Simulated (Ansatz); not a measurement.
Write the native input for Ansatz 0.2.0 that does the following.

```
Task                                : band structure
Functional                          : PBE0
Potentials or basis                 : Ansatz PAW
Cutoff                              : 420 eV (not typed: the program's choice for these potentials)
k mesh                              : 6 × 6 × 4
Occupations                         : fermi-dirac, width 0.05 eV
Spin                                : no spin polarisation
Path                                : [["G", "M", "K", "G", "A", "L", "H", "A"], ["L", "M"], ["K", "H"]]
Points for each segment of the path : 4
```

The system is MgS.

```
S Mg
1.0
     4.03462    0.00000    0.00000
    -2.01731    3.49409    0.00000
     0.00000    0.00000    6.43229
S Mg
2 2
Direct
  0.66667 0.33333 0.87924
  0.33333 0.66667 0.37924
  0.33333 0.66667 0.99575
  0.66667 0.33333 0.49575
```

The cell comes from a database or a generator and needn't be the stable form of this composition.

One way to write it, as run:

input

```
crystal:
  lattice:
    - [4.0346224068, 0.0, 0.0]
    - [-2.0173112034, 3.494085499, 0.0]
    - [0.0, 0.0, 6.43229418]
  atoms:
    - { symbol: S, position: [0.6666666667, 0.3333333333, 0.87924415] }
    - { symbol: S, position: [0.3333333333, 0.6666666667, 0.37924415] }
    - { symbol: Mg, position: [0.3333333333, 0.6666666667, 0.99575485] }
    - { symbol: Mg, position: [0.6666666667, 0.3333333333, 0.49575485] }
hamiltonian:
  xc: pbe0
  pseudopotentials: { kind: paw }
kpoints:
  mp_grid: { grid: [6, 6, 4] }
  band_path:
    path:
      - [[0.0, 0.0, 0.0], [0.5, 0.0, 0.0], [0.3333333333, 0.3333333333, 0.0], [0.0, 0.0, 0.0], [0.0, 0.0, 0.5], [0.5, 0.0, 0.5], [0.3333333333, 0.3333333333, 0.5], [0.0, 0.0, 0.5]]
      - [[0.5, 0.0, 0.5], [0.5, 0.0, 0.0]]
      - [[0.3333333333, 0.3333333333, 0.0], [0.3333333333, 0.3333333333, 0.5]]
    npoints: 4
scf:
  occupations: { method: fermi_dirac, width: 0.05 }
  n_extra_bands: 10
output:
  forces: true
  stress: true
  eigenvalues: true
  fatbands: false
```

It gave:

| Quantity | Value |
| --- | --- |
| Pressure | 0.0 GPa |
| Largest force | 0.051 eV/Å |
| Band gap on the k mesh | 5.18 eV, direct |
| Band gap along the path | 5.18 eV, direct |

Caveat: the PAW data sets come from PBE, with cores solved anew for the run's functional, which leaves a small shift of forces and pressure; the thresholds are loose for stress.

Run time: 43 s on 1 × NVIDIA H100 80GB HBM3 with 2 threads of AMD EPYC 7R13 Processor (Zen 3), on a shared host, peak memory 2.4 GiB.
